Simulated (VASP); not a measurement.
# AlN (P6_3mc) in VASP: settings compared, part 2 of 2

VASP 6.6.1.

**5. Equation of state, PBE, 10.03 Å³/atom (volume scaled by 0.96)**

INCAR reads:

```
SYSTEM = AlN
ALGO = Normal
EDIFF = 1E-7
ENCUT = 520
GGA = PE
ISIF = 2
ISMEAR = -1
LASPH = .TRUE.
LCHARG = .FALSE.
LREAL = .FALSE.
LWAVE = .FALSE.
NBANDS = 16
NELM = 80
PREC = Accurate
SIGMA = 0.05
```

KPOINTS reads:

```
k-points
0
G
  10 10 6
  0 0 0
```

POSCAR reads:

```
AlN
1.0
    3.0709272750      0.0000000000      0.0000000000
   -1.5354636375      2.6595010333      0.0000000000
    0.0000000000      0.0000000000      4.9136809369
Al N
2 2
Direct
    0.6666666667      0.3333333333      0.5000000000
    0.3333333333      0.6666666667      0.0000000000
    0.6666666667      0.3333333333      0.8800000000
    0.3333333333      0.6666666667      0.3800000000
```

On the command line:

```
$ cat potpaw_PBE.64/Al/POTCAR potpaw_PBE.64/N/POTCAR > POTCAR
$ mpirun -np 1 vasp_std > vasp.out
```

It took 15 s on 1 thread of Intel Xeon 6975P-C (Granite Rapids), shared host; peak memory 0.15 GiB.

The run converged. Its results:

| Item | Value |
| --- | --- |
| Free energy | -29.6879 eV |
| Pressure | 12.7 GPa |
| Largest force | 0.161 eV/Å |
| Band gap on the k mesh | 4.59 eV, direct |

**6. Equation of state, PBE, 10.24 Å³/atom (volume scaled by 0.98)**

INCAR reads:

```
PREC = Accurate
ENCUT = 520
EDIFF = 1E-7
ISMEAR = -1
SIGMA = 0.05
LREAL = F
LASPH = T
NELM = 100
ALGO = Normal
ISIF = 2
LWAVE = F
LCHARG = F
GGA = PE
NBANDS = 16
```

KPOINTS reads:

```
regular mesh
0
Gamma
  10 10 6
```

POSCAR reads:

```
AlN
1.0
    3.0921067530      0.0000000000      0.0000000000
   -1.5460533765      2.6778429994      0.0000000000
    0.0000000000      0.0000000000      4.9475694625
Al N
2 2
Direct
    0.6666666667      0.3333333333      0.5000000000
    0.3333333333      0.6666666667      0.0000000000
    0.6666666667      0.3333333333      0.8800000000
    0.3333333333      0.6666666667      0.3800000000
```

Potentials or basis: VASP PAW PBE potentials, release 64 (Al, N).

On the command line:

```
$ cat potpaw_PBE.64/Al/POTCAR potpaw_PBE.64/N/POTCAR > POTCAR
$ mpirun -np 1 vasp_std > vasp.out
```

It took 16 s on 1 thread of Intel Xeon 6975P-C (Granite Rapids), shared host; peak memory 0.16 GiB.

It converged, with:

```yaml
Free_energy: -29.7416 eV
Pressure: 7.8 GPa
Largest_force: 0.145 eV/Å
Band_gap_on_the_k_mesh: 4.40 eV, direct
```

**7. Equation of state, PBE, 10.66 Å³/atom (volume scaled by 1.02)**

INCAR reads:

```
SYSTEM = AlN
PREC = Accurate ; ENCUT = 520
EDIFF = 1E-7 ; ISMEAR = -1
SIGMA = 0.05 ; LREAL = .False.
LASPH = .True. ; NELM = 60
ALGO = Normal ; ISIF = 2
LWAVE = .False. ; LCHARG = .False.
GGA = PE ; NBANDS = 16
```

KPOINTS reads:

```
Automatic mesh
0
Gamma
  10 10 6
  0 0 0
```

POSCAR reads:

```
AlN
1.0
    3.1336164949      0.0000000000      0.0000000000
   -1.5668082474      2.7137914903      0.0000000000
    0.0000000000      0.0000000000      5.0139877163
Al N
2 2
Direct
    0.6666666667      0.3333333333      0.5000000000
    0.3333333333      0.6666666667      0.0000000000
    0.6666666667      0.3333333333      0.8800000000
    0.3333333333      0.6666666667      0.3800000000
```

On the command line:

```
$ cat potpaw_PBE.64/Al/POTCAR potpaw_PBE.64/N/POTCAR > POTCAR
$ mpirun -np 1 vasp_std > vasp.out
```

Run time: 18 s. Hardware: 1 thread of Intel Xeon 6975P-C (Granite Rapids), shared host; peak memory 0.16 GiB.

The run converged. Its results:

| Quantity | Value |
| --- | --- |
| Free energy | -29.7792 eV |
| Pressure | -0.5 GPa |
| Largest force | 0.114 eV/Å |
| Band gap on the k mesh | 4.05 eV, direct |

**8. Equation of state, PBE, 10.87 Å³/atom (volume scaled by 1.04)**

INCAR reads:

```
PREC = Accurate
ENCUT = 520
EDIFF = 1E-7
ISMEAR = -1
SIGMA = 0.05
LREAL = False
LASPH = True
NELM = 60
ALGO = Normal
ISIF = 2
LWAVE = False
LCHARG = False
GGA = PE
NBANDS = 16
```

KPOINTS reads:

```
Automatic mesh
0
Gamma
  10 10 6
```

POSCAR reads:

```
AlN
1.0
    3.1539652241      0.0000000000      0.0000000000
   -1.5769826120      2.7314140067      0.0000000000
    0.0000000000      0.0000000000      5.0465469904
Al N
2 2
Direct
    0.6666666667      0.3333333333      0.5000000000
    0.3333333333      0.6666666667      0.0000000000
    0.6666666667      0.3333333333      0.8800000000
    0.3333333333      0.6666666667      0.3800000000
```

On the command line:

```
$ cat potpaw_PBE.64/Al/POTCAR potpaw_PBE.64/N/POTCAR > POTCAR
$ mpirun -np 1 vasp_std > vasp.out
```

Wall time 14 s (1 thread of Intel Xeon 6975P-C (Granite Rapids), shared host); peak memory 0.16 GiB.

Results (log left out):

```yaml
Free_energy: -29.7674 eV
Pressure: -4.1 GPa
Largest_force: 0.101 eV/Å
Band_gap_on_the_k_mesh: 3.88 eV, direct
```

**9. Equation of state, PBE, 11.08 Å³/atom (volume scaled by 1.06)**

INCAR reads:

```
ALGO = Normal
EDIFF = 1E-7
ENCUT = 520
GGA = PE
ISIF = 2
ISMEAR = -1
LASPH = T
LCHARG = F
LREAL = F
LWAVE = F
NBANDS = 16
NELM = 100
PREC = Accurate
SIGMA = 0.05
```

KPOINTS reads:

```
k-points
0
Gamma
  10 10 6
```

POSCAR reads:

```
AlN
1.0
    3.1740547162      0.0000000000      0.0000000000
   -1.5870273581      2.7488120173      0.0000000000
    0.0000000000      0.0000000000      5.0786914685
Al N
2 2
Direct
    0.6666666667      0.3333333333      0.5000000000
    0.3333333333      0.6666666667      0.0000000000
    0.6666666667      0.3333333333      0.8800000000
    0.3333333333      0.6666666667      0.3800000000
```

Potentials or basis: VASP PAW PBE potentials, release 64 (Al, N).

On the command line:

```
$ cat potpaw_PBE.64/Al/POTCAR potpaw_PBE.64/N/POTCAR > POTCAR
$ mpirun -np 1 vasp_std > vasp.out
```

Run time: 22 s. Hardware: 1 thread of Intel Xeon 6975P-C (Granite Rapids), shared host; peak memory 0.16 GiB.

Results (log left out):

```yaml
Free_energy: -29.7377 eV
Pressure: -7.4 GPa
Largest_force: 0.088 eV/Å
Band_gap_on_the_k_mesh: 3.72 eV, direct
```

**10. Equation of state, PBE**

No new run: the results of the series are fitted here.

Results:

- Equilibrium volume: 10.64 Å³/atom
- Bulk modulus at fixed shape and positions: 194 GPa
- Pressure derivative of the bulk modulus: 3.9

Energy against volume, from the lowest point:
| volume (Å³/atom) | energy (meV/atom) |
| --- | --- |
| 9.824 | 42.85 |
| 10.033 | 22.83 |
| 10.242 | 9.40 |
| 10.451 | 1.99 |
| 10.660 | 0.00 |
| 10.869 | 2.95 |
| 11.078 | 10.38 |

Caveat: the cell was scaled at fixed shape and fractional positions, which overstates the stiffness of a crystal with free parameters, most of all of layers and chains.

**11. Single point, PBEsol**

INCAR reads:

```
  PREC = Accurate
  ENCUT = 520
  EDIFF = 1E-7
  ISMEAR = -1
  SIGMA = 0.05
  LREAL = F
  LASPH = T
  NELM = 100
  ALGO = Normal
  ISIF = 2
  LWAVE = F
  LCHARG = F
  GGA = PS
  NBANDS = 16
```

KPOINTS reads:

```
regular mesh
0
Gamma
  10 10 6
```

POSCAR reads:

```
AlN
1.0
    3.1130000000      0.0000000000      0.0000000000
   -1.5565000000      2.6959370820      0.0000000000
    0.0000000000      0.0000000000      4.9810000000
Al N
2 2
Direct
    0.6666666667      0.3333333333      0.5000000000
    0.3333333333      0.6666666667      0.0000000000
    0.6666666667      0.3333333333      0.8800000000
    0.3333333333      0.6666666667      0.3800000000
```

Potentials or basis: VASP PAW PBE potentials, release 64 (Al, N).

On the command line:

```
$ cat potpaw_PBE.64/Al/POTCAR potpaw_PBE.64/N/POTCAR > POTCAR
$ mpirun -np 1 vasp_std > vasp.out
```

OUTCAR:

```text
PREC = Accurate
   ENCUT = 520
   EDIFF = 1E-7
   ISMEAR = -1
   LREAL = F
   LASPH = T
   NELM = 100
   ISIF = 2
   GGA = PS

 ion  position               nearest neighbor table
   1  0.667  0.333  0.500-   3 1.89   4 1.89   4 1.89   4 1.89   2 3.07   2 3.07   2 3.07   2 3.07
                             2 3.07   2 3.07
   2  0.333  0.667  0.000-   4 1.89   3 1.89   3 1.89   3 1.89   1 3.07   1 3.07   1 3.07   1 3.07
                             1 3.07   1 3.07
   3  0.667  0.333  0.880-   1 1.89   2 1.89   2 1.89   2 1.89
[... 662 lines left out ...]
  --------------------------------------------------------------------------------------
  -------------------------------------------------------------------------------------
  Total       -0.0712642     -0.0712642      0.3202028      0.0000000      0.0000000      0.0000000
  in kB       -2.7313448     -2.7313448     12.2724206      0.0000000      0.0000000      0.0000000
  external PRESSURE =       2.2699104 kB  Pullay stress =       0.0000000 kB

 VOLUME and BASIS-vectors are now :
 -----------------------------------------------------------------------------
  energy-cutoff  :      520.00
  volume of cell :       41.80
      direct lattice vectors                 reciprocal lattice vectors
     3.113000000  0.000000000  0.000000000     0.321233537  0.185464269  0.000000000
    -1.556500000  2.695937082  0.000000000     0.000000000  0.370928538  0.000000000
     0.000000000  0.000000000  4.981000000     0.000000000  0.000000000  0.200762899

 POSITION                                       TOTAL-FORCE (eV/Angst)
 -----------------------------------------------------------------------------------
      1.55650      0.89865      2.49050         0.000000     -0.000000     -0.131988
     -0.00000      1.79729      0.00000        -0.000000      0.000000     -0.131988
      1.55650      0.89865      4.38328         0.000000     -0.000000      0.131988
     -0.00000      1.79729      1.89278        -0.000000      0.000000      0.131988
 -----------------------------------------------------------------------------------
    total drift:                               -0.000000     -0.000000      0.000371

  FREE ENERGIE OF THE ION-ELECTRON SYSTEM (eV)
  ---------------------------------------------------
  free  energy   TOTEN  =       -31.3110378547 eV

  energy  without entropy=      -31.3110378547  energy(sigma->0) =      -31.31103785
```

stdout:

```text
POSCAR found type information on POSCAR AlN
 POSCAR found :  2 types and       4 ions
 scaLAPACK will be used
 -----------------------------------------------------------------------------
|                                                                             |
|                                                                             |
|     You enforced a specific xc type in the INCAR file but a different       |
|     I HOPE YOU KNOW WHAT YOU ARE DOING!                                     |
|                                                                             |
 -----------------------------------------------------------------------------

 LDA part: xc-table for (Slater+PW92), standard interpolation
 POSCAR, INCAR and KPOINTS ok, starting setup
 FFT: planning ... GRIDC
 FFT: planning ... GRID_SOFT
 FFT: planning ... GRID
 WAVECAR not read
 entering main loop
```

It took 12 s on 1 thread of Intel Xeon 6975P-C (Granite Rapids), shared host; peak memory 0.17 GiB.

What came out:

- Free energy: -31.3110 eV
- Pressure: 0.2 GPa
- Largest force: 0.132 eV/Å
- Band gap on the k mesh: 4.15 eV, direct

Forces on the atoms (eV/Å):
```
Al   0.000  0.000 -0.132
Al   0.000  0.000 -0.132
N    0.000  0.000  0.132
N    0.000  0.000  0.132
```

Caveat: the PAW data sets were made with another functional, which shifts forces and pressure a little.

**12. Equation of state, PBEsol, 9.82 Å³/atom (volume scaled by 0.94)**

INCAR is that of step 11.

KPOINTS is that of step 11.

POSCAR reads:

```
AlN
1.0
    3.0494515564      0.0000000000      0.0000000000
   -1.5247257782      2.6409025155      0.0000000000
    0.0000000000      0.0000000000      4.8793184075
Al N
2 2
Direct
    0.6666666667      0.3333333333      0.5000000000
    0.3333333333      0.6666666667      0.0000000000
    0.6666666667      0.3333333333      0.8800000000
    0.3333333333      0.6666666667      0.3800000000
```

Potentials or basis: VASP PAW PBE potentials, release 64 (Al, N).

On the command line:

```
$ cat potpaw_PBE.64/Al/POTCAR potpaw_PBE.64/N/POTCAR > POTCAR
$ mpirun -np 1 vasp_std > vasp.out
```

Run time: 11 s. Hardware: 1 thread of Intel Xeon 6975P-C (Granite Rapids), shared host; peak memory 0.16 GiB.

Results (log left out):

| Property | Result |
| --- | --- |
| Free energy | -31.2004 eV |
| Pressure | 14.4 GPa |
| Largest force | 0.183 eV/Å |
| Band gap on the k mesh | 4.70 eV, direct |

Caveat: the PAW data sets were made with another functional, which shifts forces and pressure a little.

**13. Equation of state, PBEsol, 10.03 Å³/atom (volume scaled by 0.96)**

INCAR is that of step 12.

KPOINTS is that of step 12.

POSCAR reads:

```
AlN
1.0
    3.0709272750      0.0000000000      0.0000000000
   -1.5354636375      2.6595010333      0.0000000000
    0.0000000000      0.0000000000      4.9136809369
Al N
2 2
Direct
    0.6666666667      0.3333333333      0.5000000000
    0.3333333333      0.6666666667      0.0000000000
    0.6666666667      0.3333333333      0.8800000000
    0.3333333333      0.6666666667      0.3800000000
```

On the command line:

```
$ cat potpaw_PBE.64/Al/POTCAR potpaw_PBE.64/N/POTCAR > POTCAR
$ mpirun -np 1 vasp_std > vasp.out
```

It took 12 s on 1 thread of Intel Xeon 6975P-C (Granite Rapids), shared host; peak memory 0.16 GiB.

It converged, with:

```
Free energy            : -31.2623 eV
Pressure               : 9.2 GPa
Largest force          : 0.165 eV/Å
Band gap on the k mesh : 4.51 eV, direct
```

Caveat: the PAW data sets were made with another functional, which shifts forces and pressure a little.

**14. Equation of state, PBEsol, 10.24 Å³/atom (volume scaled by 0.98)**

INCAR is that of step 13.

KPOINTS is that of step 13.

POSCAR reads:

```
AlN
1.0
    3.0921067530      0.0000000000      0.0000000000
   -1.5460533765      2.6778429994      0.0000000000
    0.0000000000      0.0000000000      4.9475694625
Al N
2 2
Direct
    0.6666666667      0.3333333333      0.5000000000
    0.3333333333      0.6666666667      0.0000000000
    0.6666666667      0.3333333333      0.8800000000
    0.3333333333      0.6666666667      0.3800000000
```

On the command line:

```
$ cat potpaw_PBE.64/Al/POTCAR potpaw_PBE.64/N/POTCAR > POTCAR
$ mpirun -np 1 vasp_std > vasp.out
```

Run time: 12 s. Hardware: 1 thread of Intel Xeon 6975P-C (Granite Rapids), shared host; peak memory 0.16 GiB.

Results (log left out):

```
Free energy            : -31.2984 eV
Pressure               : 4.5 GPa
Largest force          : 0.148 eV/Å
Band gap on the k mesh : 4.33 eV, direct
```

Caveat: the PAW data sets were made with another functional, which shifts forces and pressure a little.

**15. Equation of state, PBEsol, 10.66 Å³/atom (volume scaled by 1.02)**

INCAR is that of step 14.

KPOINTS is that of step 14.

POSCAR reads:

```
AlN
1.0
    3.1336164949      0.0000000000      0.0000000000
   -1.5668082474      2.7137914903      0.0000000000
    0.0000000000      0.0000000000      5.0139877163
Al N
2 2
Direct
    0.6666666667      0.3333333333      0.5000000000
    0.3333333333      0.6666666667      0.0000000000
    0.6666666667      0.3333333333      0.8800000000
    0.3333333333      0.6666666667      0.3800000000
```

Potentials or basis: VASP PAW PBE potentials, release 64 (Al, N).

On the command line:

```
$ cat potpaw_PBE.64/Al/POTCAR potpaw_PBE.64/N/POTCAR > POTCAR
$ mpirun -np 1 vasp_std > vasp.out
```

Wall time 12 s (1 thread of Intel Xeon 6975P-C (Granite Rapids), shared host); peak memory 0.17 GiB.

Results (log left out):

```yaml
Free_energy: -31.3024 eV
Pressure: -3.6 GPa
Largest_force: 0.117 eV/Å
Band_gap_on_the_k_mesh: 3.98 eV, direct
```

Caveat: the PAW data sets were made with another functional, which shifts forces and pressure a little.

**16. Equation of state, PBEsol, 10.87 Å³/atom (volume scaled by 1.04)**

INCAR is that of step 15.

KPOINTS is that of step 15.

POSCAR reads:

```
AlN
1.0
    3.1539652241      0.0000000000      0.0000000000
   -1.5769826120      2.7314140067      0.0000000000
    0.0000000000      0.0000000000      5.0465469904
Al N
2 2
Direct
    0.6666666667      0.3333333333      0.5000000000
    0.3333333333      0.6666666667      0.0000000000
    0.6666666667      0.3333333333      0.8800000000
    0.3333333333      0.6666666667      0.3800000000
```

On the command line:

```
$ cat potpaw_PBE.64/Al/POTCAR potpaw_PBE.64/N/POTCAR > POTCAR
$ mpirun -np 1 vasp_std > vasp.out
```

Run time: 12 s. Hardware: 1 thread of Intel Xeon 6975P-C (Granite Rapids), shared host; peak memory 0.17 GiB.

The run converged. Its results:

- Free energy: -31.2745 eV
- Pressure: -7.2 GPa
- Largest force: 0.104 eV/Å
- Band gap on the k mesh: 3.81 eV, direct

Caveat: the PAW data sets were made with another functional, which shifts forces and pressure a little.

**17. Equation of state, PBEsol, 11.08 Å³/atom (volume scaled by 1.06)**

INCAR is that of step 16.

KPOINTS is that of step 16.

POSCAR reads:

```
AlN
1.0
    3.1740547162      0.0000000000      0.0000000000
   -1.5870273581      2.7488120173      0.0000000000
    0.0000000000      0.0000000000      5.0786914685
Al N
2 2
Direct
    0.6666666667      0.3333333333      0.5000000000
    0.3333333333      0.6666666667      0.0000000000
    0.6666666667      0.3333333333      0.8800000000
    0.3333333333      0.6666666667      0.3800000000
```

On the command line:

```
$ cat potpaw_PBE.64/Al/POTCAR potpaw_PBE.64/N/POTCAR > POTCAR
$ mpirun -np 1 vasp_std > vasp.out
```

It took 12 s on 1 thread of Intel Xeon 6975P-C (Granite Rapids), shared host; peak memory 0.17 GiB.

Results (log left out):

```yaml
Free_energy: -31.2291 eV
Pressure: -10.3 GPa
Largest_force: 0.091 eV/Å
Band_gap_on_the_k_mesh: 3.65 eV, direct
```

Caveat: the PAW data sets were made with another functional, which shifts forces and pressure a little.

**18. Equation of state, PBEsol**

Potentials or basis: VASP PAW PBE potentials, release 64 (Al, N).

This step only gathers the single runs of the series.

Results:

| Quantity | Value |
| --- | --- |
| Equilibrium volume | 10.47 Å³/atom |
| Bulk modulus at fixed shape and positions | 202 GPa |
| Pressure derivative of the bulk modulus | 3.9 |

Energy against volume, from the lowest point:
| volume (Å³/atom) | energy (meV/atom) |
| --- | --- |
| 9.824 | 27.67 |
| 10.033 | 12.17 |
| 10.242 | 3.15 |
| 10.451 | 0.00 |
| 10.660 | 2.16 |
| 10.869 | 9.14 |
| 11.078 | 20.49 |

Caveat: the cell was scaled at fixed shape and fractional positions, which overstates the stiffness of a crystal with free parameters, most of all of layers and chains; the PAW data sets were made with another functional, which shifts forces and pressure a little.

**19. The runs side by side**

| task | level | cell | ladder | gap on the mesh (eV) | pressure (GPa) | V0 of scaled cells (Å³/atom) | B0 (GPa) | largest force (eV/Å) |
| --- | --- | --- | --- | --- | --- | --- | --- | --- |
| single point | PBE | as given | - | 4.22 | 3.5 | - | - | 0.13 |
| single point | PBE | atoms moved at random, drawn with an rms of 0.05 Å | - | 4.24 | 4.2 | - | - | 1.39 |
| equation of state | PBE | as given | - | - | - | 10.64 | 194 | - |
| single point | PBEsol | as given | free | 4.15 | 0.2 | - | - | 0.13 |
| equation of state | PBEsol | as given | free | - | - | 10.47 | 202 | - |

Alike in all rows: potentials or basis VASP PAW PBE potentials, release 64 (Al, N); no spin polarisation; k mesh 10 × 10 × 6; cutoff (eV) 520; smearing fermi-dirac 0.05 eV.

Caveats: the cell was scaled at fixed shape and fractional positions, which overstates the stiffness of a crystal with free parameters, most of all of layers and chains (some runs); the PAW data sets were made with another functional, which shifts forces and pressure a little (some runs).

Total energies depend on the potentials used, so only differences within one code and one set of settings carry meaning.

**20. Against experiment**

Step 2. Measured gap of AlN: 6.0343 eV (an exciton energy, a little under the gap; 0 K; quoted in “Structural and optical properties of self-assembled AlN nanowires grown on SiO2/Si substrates by molecular beam epitaxy”, 2024, arxiv:2402.00216). This calculation gives 4.22 eV (-1.81 eV). 2 values of this kind are on record (6.034 to 6.0343 eV); this one was drawn at random. The value is that of PBE on a finite k mesh, which can miss the band edges, without temperature or zero-point motion. Semilocal functionals fall short of measured gaps as a rule.

Step 11. Measured gap of AlN: 6.0343 eV (an exciton energy, a little under the gap; 0 K; quoted in “Structural and optical properties of self-assembled AlN nanowires grown on SiO2/Si substrates by molecular beam epitaxy”, 2024, arxiv:2402.00216). This calculation gives 4.15 eV (-1.89 eV). 2 values of this kind are on record (6.034 to 6.0343 eV); this one was drawn at random. The value is that of PBEsol on a finite k mesh, which can miss the band edges, without temperature or zero-point motion. Semilocal functionals fall short of measured gaps as a rule.
